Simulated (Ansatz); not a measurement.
# Smearing, entropy and the zero-width energy in Hf3N2

Theory: DFT PBEsol, scalar-relativistic, plane waves, PAW in Ansatz 0.2.0.

```yaml
crystal:
  lattice:
    - [1.59943, 0.92343, 7.75484]
    - [-1.59943, 0.92343, 7.75484]
    - [0.00000, -1.84686, 7.75484]
  atoms:
    - { symbol: Hf, position: [0.77942, 0.77942, 0.77942] }
    - { symbol: Hf, position: [0.22058, 0.22058, 0.22058] }
    - { symbol: Hf, position: [0.00000, 0.00000, 0.00000] }
    - { symbol: N, position: [0.61192, 0.61192, 0.61192] }
    - { symbol: N, position: [0.38808, 0.38808, 0.38808] }
```

The plane-wave cutoff is 420 eV. The Γ-centred k-mesh is 12×12×12 and the spin treatment is unpolarised.

The same metal under several smearings of width σ, on one mesh. F is the free energy, TS the smearing's entropy term for the cell of 5 atoms, and E = F + TS. Gaussian occupations are ½ erfc[(ε − μ)/σ], and N counts both spins. Spin–orbit coupling is left out, which shifts the bands of heavy elements.

```
       rule  σ (eV) F − F(narrowest) (meV/atom) TS (meV/cell)
Fermi–Dirac    0.05                       -1.127         11.744
   Gaussian    0.01                        0.000          0.065
   Gaussian     0.1                       -0.667          6.681
   Gaussian     0.2                       -2.828         30.687
   Gaussian     0.5                      -21.173        231.114
```

Problem. For a density of states N (both spins) that is flat over the smeared range, TS = Nσ²/2 (Gaussian) and (π²/3)Nσ² (Fermi–Dirac). What N does each run give?

Solution.
| rule | σ (eV) | N (states/eV a cell) |
| --- | --- | --- |
| Fermi–Dirac | 0.05 | 1.43 |
| Gaussian | 0.01 | 1.30 |
| Gaussian | 0.1 | 1.34 |
| Gaussian | 0.2 | 1.53 |
| Gaussian | 0.5 | 1.85 |

Equal entropy needs σ_Gauss = π√(2/3) σ_FD = 2.57 σ_FD, so a Fermi–Dirac width acts like a Gaussian one 2.57 times as large. At moderate widths N lies between 1.34 and 1.53. The drift shows structure in the density of states within the smeared window (a rise with width points to a dip at the Fermi level, a fall to a peak or a steep flank), or a mesh too coarse for the narrower widths. At the narrowest widths only the few mesh levels within σ of μ count, so N can scatter there.

Problem. To second order F = E0 − TS/2 and E = E0 + TS/2. How well does E0 = (E + F)/2 undo the smearing?

Solution.
```
       rule  σ (eV) F − E0(narrowest) (meV/atom) (E + F)/2 − E0(narrowest) (meV/atom)
Fermi–Dirac    0.05                         -1.13                                  0.04
   Gaussian    0.01                         -0.01                                  0.00
   Gaussian     0.1                         -0.67                                 -0.01
   Gaussian     0.2                         -2.83                                  0.23
   Gaussian     0.5                        -21.18                                  1.93
```

At Gaussian 0.2 eV the free energy is off by -2.83 meV/atom and the mean by 0.23. What remains is of order σ⁴ plus the mesh error of the narrowest run, which is no exact reference. Forces and stress are derivatives of F, not of E0, so they keep the σ² error.

Ordered by effective width, the apparent density of states rises through every run, from 1.30 to 1.85 states/eV a cell, with the Fermi–Dirac result falling between Gaussian 0.1 and 0.2 eV as the entropy matching requires. The rise continues at the broadest smearing, where mesh discreteness matters least, which suggests that the Fermi level lies in a shallow dip of a metallic spectrum. This fits a metal-rich group 4 nitride: nitrogen 2p states are largely filled at lower energy, while the electrons left on hafnium occupy 5d states involved in metal–metal bonding, probably below a denser set of d levels.

The same curvature explains why the averaged energy ends up too high at large width, by 1.93 meV/atom at 0.5 eV: the entropy grows faster than quadratically, so half of it overcorrects F. The -0.01 at Gaussian 0.1 eV breaks the sign pattern but is too small to interpret. A low density of states here is not in itself evidence of phase stability.
